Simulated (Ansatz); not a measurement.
**How far is PAW off for IrO2?**

```
Ir O
1.0
     4.58724    0.00000    0.00000
     0.00000    4.58724    0.00000
     0.00000    0.00000    3.20770
Ir O
2 4
Direct
  0.00000 0.00000 0.00000
  0.50000 0.50000 0.50000
  0.31100 0.31100 0.00000
  0.18900 0.81100 0.50000
  0.68900 0.68900 0.00000
  0.81100 0.18900 0.50000
```

Atom numbers follow the list: Ir1, Ir2, O3, O4, O5, O6.

The geometry is COD entry 1538153, unchecked; take it as a test cell. It is an old determination, and later ones may differ. The listed cell was then made from it by scaling, straining or moving an atom.

Spin–orbit coupling is left out, though it moves levels of the heavy atoms by tenths of an eV or more.

Methods: DFT, PBEsol, PAW with Ansatz's default frozen-core files, scalar-relativistic (Ansatz 0.2.0); DFT, PBEsol, all-electron PAW with datasets made for the crystal, scalar-relativistic (Ansatz 0.2.0); DFT, PBEsol, all-electron LAPW, scalar-relativistic (Ansatz 0.2.0).

For PAW: a Γ-centred 8×8×11 k mesh, Fermi–Dirac smearing of 0.05 eV, cutoff 420 eV, no spin polarisation; the PAW files were made with PBE, and the program remakes their frozen cores for this functional. The crystal-made all-electron datasets (AE datasets) take a cutoff of 460 eV at this cell. LAPW targets a basis error of 0.5 meV/atom. The Ansatz runs share mesh, smearing and spin set-up. Plane-wave (PAW) pressures include the program's estimate of the Pulay term.

Stress and pressure are positive in compression.

The change that made this cell: volume scaled by 1.06.

Spin–orbit coupling is left out, which moves gradients at and beside heavy atoms by some per cent and at worst by a factor of two.

In a metal, gradients converge slowly with the k mesh: the values move by tens of per cent from one mesh to another, at times in sign, so only the comparison on one mesh counts.

```json
{"quantity": "pressure (GPa)", "PAW": "-16.91", "AE datasets": "-16.82", "LAPW": "-16.82"}
{"quantity": "stress xx (GPa)", "PAW": "-16.70", "AE datasets": "-16.64", "LAPW": "-16.63"}
{"quantity": "stress zz (GPa)", "PAW": "-17.33", "AE datasets": "-17.20", "LAPW": "-17.20"}
{"quantity": "force on O3, y (eV/Å)", "PAW": "-0.236", "AE datasets": "-0.239", "LAPW": "-0.239"}
{"quantity": "field gradient Vzz at Ir1 (10²¹ V/m²)", "PAW": "-13.60", "AE datasets": "-13.48", "LAPW": "–"}
{"quantity": "field gradient Vzz at O3 (10²¹ V/m²)", "PAW": "-10.11", "AE datasets": "-9.90", "LAPW": "–"}
```

PAW's pressure differs from the LAPW value by -0.09 GPa.
